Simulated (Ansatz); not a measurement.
Born–Oppenheimer molecular dynamics of a periodic cell of 16 atoms, WC (start crystal WC, start structure P-6m2, volume 1.15 times the crystal's). It goes on from the last frame of an earlier run, with new velocities.

Level of theory: Ansatz 0.2.0, DFT PBE, scalar-relativistic, plane waves, PAW. Settings: PAW set soft_1, cutoff 420 eV, k mesh 3x3x3, fermi-dirac smearing 0.36 eV, no spin polarisation.

```yaml
ensemble: NVE (velocity Verlet)
time_step: 0.75 fs
steps_asked: 150
starting_velocities_drawn_for: 2520 K
seed: 2911
```

Frames 3.75 fs apart, positions in Å, forces in eV/Å.

Velocities at 22.5 fs (Å/ps):

```
W -4.24 -0.01 -0.21
C 9.08 45.55 -20.80
W 3.39 4.06 3.56
C 13.74 -3.00 -10.30
W 3.55 -6.13 -6.53
C -26.87 -29.27 -7.25
W 10.76 4.22 -2.33
C -3.96 4.69 4.21
W -2.17 -2.34 0.27
C -39.64 -15.08 -0.49
W -1.25 4.01 -0.21
C 4.00 -26.36 -0.29
W -0.23 1.35 4.32
C -4.47 -1.91 20.28
W -7.10 -3.89 2.64
C 6.67 5.90 -8.55
```

```xyz
16
Lattice="-2.9936 -5.1851 0.0000 4.4905 -2.5926 0.0000 0.0000 0.0000 5.8759" Properties=species:S:1:pos:R:3:forces:R:3 time_fs=22.5 energy_less_start_eV=-3.817 T=4487
W -0.060 -5.067 -0.080 2.03 -1.81 1.82
C 1.292 -4.258 1.458 2.10 -0.67 -0.98
W -0.151 -5.236 2.896 2.50 3.70 1.77
C 1.398 -4.429 4.140 0.98 1.21 2.83
W -1.508 -2.434 0.095 -0.09 -2.46 -0.40
C 0.085 -1.898 1.535 -1.69 2.10 -0.30
W -1.465 -2.666 3.082 -0.33 1.96 -2.32
C 0.039 -1.571 4.373 -0.25 -2.15 0.64
W 1.497 -2.559 0.110 0.94 -0.18 -2.82
C 3.033 -1.484 1.617 -0.47 -4.67 -3.39
W 1.567 -2.621 2.854 -2.15 0.02 2.67
C 2.890 -1.658 4.240 0.46 -0.70 2.51
W 0.193 -0.194 0.093 -2.72 4.12 0.08
C -1.508 -4.344 1.546 -0.88 0.92 -0.58
W -0.088 0.081 3.032 1.95 -0.72 -1.13
C -1.347 -4.165 4.516 -2.41 -0.65 -0.40
16
Lattice="-2.9936 -5.1851 0.0000 4.4905 -2.5926 0.0000 0.0000 0.0000 5.8759" Properties=species:S:1:pos:R:3:forces:R:3 time_fs=26.25 energy_less_start_eV=-3.775 T=4464
W -0.075 -5.068 -0.080 2.17 -1.72 1.87
C 1.336 -4.096 1.376 0.99 -3.84 0.18
W -0.137 -5.220 2.910 2.53 1.88 1.04
C 1.454 -4.434 4.118 0.23 1.12 2.90
W -1.495 -2.458 0.070 -0.76 -1.97 -0.50
C -0.024 -1.994 1.506 -0.19 3.05 -0.01
W -1.425 -2.650 3.072 -0.98 1.50 -2.17
C 0.024 -1.566 4.392 0.00 -2.16 0.53
W 1.489 -2.568 0.110 1.05 1.19 -3.79
C 2.884 -1.563 1.597 0.93 -2.27 -2.44
W 1.562 -2.606 2.854 -2.84 -0.29 2.85
C 2.907 -1.758 4.253 0.27 0.94 2.50
W 0.191 -0.187 0.110 -2.90 3.79 -0.16
C -1.530 -4.346 1.617 -0.82 0.69 -1.42
W -0.114 0.066 3.041 2.29 -0.66 -1.45
C -1.335 -4.147 4.482 -1.98 -1.26 0.07
16
Lattice="-2.9936 -5.1851 0.0000 4.4905 -2.5926 0.0000 0.0000 0.0000 5.8759" Properties=species:S:1:pos:R:3:forces:R:3 time_fs=30 energy_less_start_eV=-2.678 T=3899
W -0.089 -5.070 -0.079 2.14 -1.66 1.79
C 1.391 -3.978 1.298 0.07 -7.40 2.50
W -0.121 -5.202 2.925 2.06 0.30 0.47
C 1.512 -4.426 4.128 -0.55 0.98 2.53
W -1.482 -2.483 0.045 -1.82 -1.66 -0.89
C -0.133 -2.056 1.478 1.97 3.77 0.30
W -1.386 -2.632 3.061 -2.10 0.89 -1.63
C 0.008 -1.585 4.417 0.29 -1.76 0.30
W 1.482 -2.576 0.107 0.73 3.33 -6.03
C 2.746 -1.667 1.550 3.14 0.78 -1.39
W 1.554 -2.592 2.856 -3.51 -0.92 3.42
C 2.927 -1.848 4.294 -0.01 2.01 2.18
W 0.187 -0.178 0.126 -3.14 3.47 -0.53
C -1.560 -4.341 1.673 -0.50 0.31 -1.93
W -0.138 0.051 3.049 2.65 -0.69 -1.56
C -1.345 -4.144 4.449 -1.42 -1.76 0.48
16
Lattice="-2.9936 -5.1851 0.0000 4.4905 -2.5926 0.0000 0.0000 0.0000 5.8759" Properties=species:S:1:pos:R:3:forces:R:3 time_fs=33.75 energy_less_start_eV=-1.367 T=3226
W -0.101 -5.073 -0.076 2.16 -1.66 1.70
C 1.448 -3.943 1.247 -0.52 -9.27 4.38
W -0.104 -5.184 2.940 1.47 -0.41 0.17
C 1.565 -4.407 4.167 -1.12 0.81 1.90
W -1.471 -2.509 0.019 -2.90 -1.54 -1.24
C -0.220 -2.075 1.453 3.94 4.22 0.55
W -1.348 -2.614 3.049 -3.50 0.23 -0.86
C -0.005 -1.623 4.446 0.58 -1.07 -0.01
W 1.476 -2.581 0.100 -0.24 4.19 -8.12
C 2.644 -1.763 1.488 5.38 3.19 -0.17
W 1.544 -2.578 2.861 -3.66 -1.65 3.93
C 2.948 -1.915 4.360 -0.21 2.51 1.53
W 0.181 -0.166 0.141 -3.39 3.08 -0.95
C -1.597 -4.332 1.706 -0.01 -0.08 -2.09
W -0.160 0.035 3.057 2.98 -0.60 -1.44
C -1.371 -4.161 4.422 -0.95 -1.94 0.72
16
Lattice="-2.9936 -5.1851 0.0000 4.4905 -2.5926 0.0000 0.0000 0.0000 5.8759" Properties=species:S:1:pos:R:3:forces:R:3 time_fs=37.5 energy_less_start_eV=-1.412 T=3248
W -0.111 -5.077 -0.072 2.34 -1.82 1.71
C 1.498 -4.008 1.243 -0.93 -7.21 3.77
W -0.086 -5.166 2.955 1.03 -0.59 -0.13
C 1.605 -4.378 4.226 -1.41 0.63 1.21
W -1.462 -2.537 -0.007 -3.48 -1.48 -0.95
C -0.264 -2.048 1.434 4.94 4.21 0.60
W -1.313 -2.595 3.036 -4.82 -0.41 -0.32
C -0.011 -1.674 4.474 0.87 -0.28 -0.34
W 1.469 -2.584 0.086 -1.26 1.92 -7.57
C 2.601 -1.825 1.423 6.49 4.18 1.46
W 1.531 -2.565 2.869 -2.98 -2.08 3.71
C 2.966 -1.954 4.442 -0.23 2.64 0.60
W 0.172 -0.152 0.156 -3.69 2.61 -1.35
C -1.633 -4.324 1.717 0.53 -0.31 -1.93
W -0.180 0.019 3.063 3.20 -0.32 -1.21
C -1.409 -4.198 4.402 -0.61 -1.71 0.73
16
Lattice="-2.9936 -5.1851 0.0000 4.4905 -2.5926 0.0000 0.0000 0.0000 5.8759" Properties=species:S:1:pos:R:3:forces:R:3 time_fs=41.25 energy_less_start_eV=-2.673 T=3897
W -0.119 -5.083 -0.067 2.64 -2.16 1.85
C 1.538 -4.153 1.280 -1.36 -3.13 2.14
W -0.068 -5.149 2.970 0.77 -0.73 -0.54
C 1.629 -4.343 4.300 -1.48 0.43 0.53
W -1.455 -2.566 -0.034 -3.31 -1.30 0.22
C -0.254 -1.973 1.421 4.59 3.50 0.49
W -1.281 -2.577 3.023 -5.81 -0.99 -0.35
C -0.007 -1.727 4.498 1.07 0.47 -0.66
W 1.461 -2.585 0.068 -1.21 -1.03 -4.90
C 2.630 -1.840 1.375 5.83 3.67 2.59
W 1.516 -2.553 2.879 -1.72 -2.18 2.83
C 2.982 -1.964 4.531 -0.08 2.57 -0.48
W 0.160 -0.136 0.170 -4.00 2.18 -1.72
C -1.663 -4.319 1.706 1.09 -0.32 -1.54
W -0.198 0.002 3.068 3.30 0.11 -1.06
C -1.453 -4.255 4.391 -0.32 -1.08 0.62
16
Lattice="-2.9936 -5.1851 0.0000 4.4905 -2.5926 0.0000 0.0000 0.0000 5.8759" Properties=species:S:1:pos:R:3:forces:R:3 time_fs=45 energy_less_start_eV=-3.908 T=4533
W -0.126 -5.090 -0.061 2.97 -2.53 2.04
C 1.563 -4.334 1.343 -1.53 0.16 1.09
W -0.048 -5.132 2.985 0.64 -1.03 -0.98
C 1.637 -4.303 4.379 -1.47 0.10 -0.20
W -1.451 -2.595 -0.061 -2.67 -0.84 1.72
C -0.192 -1.860 1.415 3.07 1.88 0.60
W -1.253 -2.560 3.009 -6.28 -1.44 -0.82
C 0.009 -1.776 4.516 1.00 1.04 -0.93
W 1.453 -2.587 0.045 -0.03 -2.19 -1.87
C 2.724 -1.815 1.355 3.65 2.27 2.65
W 1.500 -2.543 2.892 -0.34 -2.03 1.93
C 2.996 -1.945 4.615 0.06 2.34 -1.52
W 0.146 -0.118 0.183 -4.10 2.00 -2.18
C -1.681 -4.318 1.678 1.64 -0.17 -1.02
W -0.213 -0.014 3.073 3.38 0.63 -1.05
C -1.500 -4.324 4.387 0.01 -0.21 0.52
16
Lattice="-2.9936 -5.1851 0.0000 4.4905 -2.5926 0.0000 0.0000 0.0000 5.8759" Properties=species:S:1:pos:R:3:forces:R:3 time_fs=48.75 energy_less_start_eV=-4.185 T=4676
W -0.131 -5.100 -0.053 3.22 -2.67 2.25
C 1.571 -4.514 1.418 -1.26 2.05 0.48
W -0.028 -5.116 2.999 0.59 -1.39 -1.33
C 1.628 -4.262 4.456 -1.41 -0.40 -0.95
W -1.449 -2.626 -0.087 -2.11 -0.17 2.86
C -0.096 -1.726 1.415 1.19 -0.54 1.19
W -1.230 -2.544 2.995 -6.26 -1.72 -1.25
C 0.035 -1.813 4.522 0.57 1.37 -1.06
W 1.445 -2.590 0.022 1.36 -1.83 0.48
C 2.858 -1.764 1.365 1.06 0.89 2.25
W 1.483 -2.535 2.906 0.82 -1.70 1.31
C 3.012 -1.900 4.682 -0.03 1.87 -2.28
W 0.128 -0.099 0.194 -3.76 2.28 -2.86
C -1.681 -4.318 1.638 2.11 0.04 -0.48
W -0.226 -0.030 3.076 3.51 1.25 -1.07
C -1.548 -4.395 4.388 0.37 0.67 0.47
16
Lattice="-2.9936 -5.1851 0.0000 4.4905 -2.5926 0.0000 0.0000 0.0000 5.8759" Properties=species:S:1:pos:R:3:forces:R:3 time_fs=52.5 energy_less_start_eV=-3.405 T=4275
W -0.133 -5.111 -0.043 3.32 -2.44 2.42
C 1.565 -4.672 1.499 -0.62 2.95 -0.09
W -0.008 -5.101 3.012 0.51 -1.69 -1.45
C 1.603 -4.226 4.523 -1.24 -1.03 -1.60
W -1.448 -2.656 -0.111 -1.86 0.46 3.36
C 0.013 -1.599 1.429 -0.12 -3.14 2.01
W -1.212 -2.529 2.980 -5.98 -1.90 -1.37
C 0.068 -1.834 4.518 -0.14 1.45 -0.96
W 1.437 -2.595 -0.002 2.23 -0.85 1.95
C 3.006 -1.703 1.400 -1.04 0.05 1.88
W 1.467 -2.528 2.921 1.58 -1.31 0.82
C 3.026 -1.834 4.723 -0.35 1.13 -2.71
W 0.108 -0.078 0.203 -3.08 2.85 -3.70
C -1.657 -4.318 1.593 2.38 0.24 -0.06
W -0.236 -0.045 3.079 3.69 1.87 -0.98
C -1.591 -4.459 4.395 0.72 1.36 0.48
16
Lattice="-2.9936 -5.1851 0.0000 4.4905 -2.5926 0.0000 0.0000 0.0000 5.8759" Properties=species:S:1:pos:R:3:forces:R:3 time_fs=56.25 energy_less_start_eV=-2.232 T=3671
W -0.133 -5.124 -0.032 3.28 -1.87 2.52
C 1.552 -4.798 1.578 0.17 3.34 -0.73
W 0.013 -5.087 3.024 0.26 -1.90 -1.28
C 1.564 -4.201 4.572 -0.96 -1.61 -1.99
W -1.449 -2.686 -0.132 -1.80 0.93 3.38
C 0.123 -1.506 1.466 -0.60 -4.68 2.28
W -1.198 -2.515 2.964 -5.65 -2.05 -1.25
C 0.099 -1.840 4.502 -0.90 1.36 -0.59
W 1.431 -2.600 -0.024 2.46 0.19 2.72
C 3.141 -1.640 1.456 -2.42 -0.30 1.48
W 1.452 -2.522 2.936 2.12 -0.99 0.40
C 3.037 -1.755 4.734 -0.73 0.15 -2.80
W 0.085 -0.055 0.209 -2.37 2.93 -4.09
C -1.606 -4.316 1.547 2.30 0.36 0.16
W -0.243 -0.059 3.082 3.86 2.31 -0.74
C -1.627 -4.507 4.408 0.99 1.82 0.53
16
Lattice="-2.9936 -5.1851 0.0000 4.4905 -2.5926 0.0000 0.0000 0.0000 5.8759" Properties=species:S:1:pos:R:3:forces:R:3 time_fs=60 energy_less_start_eV=-1.348 T=3215
W -0.130 -5.138 -0.018 3.20 -1.20 2.51
C 1.541 -4.886 1.650 0.87 3.47 -1.45
W 0.034 -5.075 3.035 -0.19 -2.02 -0.83
C 1.515 -4.194 4.598 -0.61 -1.91 -2.06
W -1.451 -2.716 -0.151 -1.77 1.32 3.19
C 0.226 -1.464 1.527 -0.81 -4.40 1.34
W -1.189 -2.503 2.947 -5.36 -2.20 -1.07
C 0.120 -1.830 4.480 -1.46 1.15 0.02
W 1.427 -2.605 -0.044 2.21 0.95 2.98
C 3.251 -1.581 1.529 -3.07 -0.40 0.81
W 1.439 -2.517 2.952 2.74 -0.81 0.15
C 3.040 -1.675 4.714 -0.95 -0.94 -2.59
W 0.061 -0.030 0.213 -1.64 2.07 -3.49
C -1.530 -4.309 1.502 1.74 0.38 0.26
W -0.248 -0.070 3.083 4.01 2.50 -0.32
C -1.651 -4.535 4.426 1.10 2.05 0.55
16
Lattice="-2.9936 -5.1851 0.0000 4.4905 -2.5926 0.0000 0.0000 0.0000 5.8759" Properties=species:S:1:pos:R:3:forces:R:3 time_fs=63.75 energy_less_start_eV=-0.816 T=2940
W -0.125 -5.153 -0.003 3.21 -0.73 2.30
C 1.540 -4.935 1.704 1.35 3.41 -2.14
W 0.055 -5.064 3.045 -0.78 -2.01 -0.30
C 1.458 -4.208 4.602 -0.17 -1.70 -1.74
W -1.454 -2.744 -0.167 -1.74 1.74 2.96
C 0.319 -1.471 1.602 -1.33 -2.83 -0.50
W -1.183 -2.492 2.929 -5.11 -2.34 -0.89
C 0.125 -1.807 4.459 -1.68 0.82 0.74
W 1.425 -2.609 -0.062 1.72 1.24 2.84
C 3.325 -1.526 1.610 -3.12 -0.51 -0.21
W 1.428 -2.512 2.968 3.66 -0.94 0.30
C 3.032 -1.605 4.664 -1.02 -1.94 -2.07
W 0.035 -0.003 0.214 -0.85 0.82 -2.36
C -1.434 -4.298 1.461 0.74 0.42 0.40
W -0.250 -0.081 3.085 4.10 2.52 0.25
C -1.663 -4.541 4.450 1.03 2.04 0.43
```

Of the whole run (112 fs, mean temperature of the second half 2854 K): The conserved energy stayed within 0.34 meV per atom of its start (net change -0.082 meV per atom), so the integration is sound. A run of 0.11 ps of so small a system gives no equilibrium averages. Limits of this set-up: coarse k mesh.

Run time: 25 min on 2 threads of AMD EPYC 7R43 64-Core Processor (Zen 3) (shared host), peak memory 0.88 GiB.
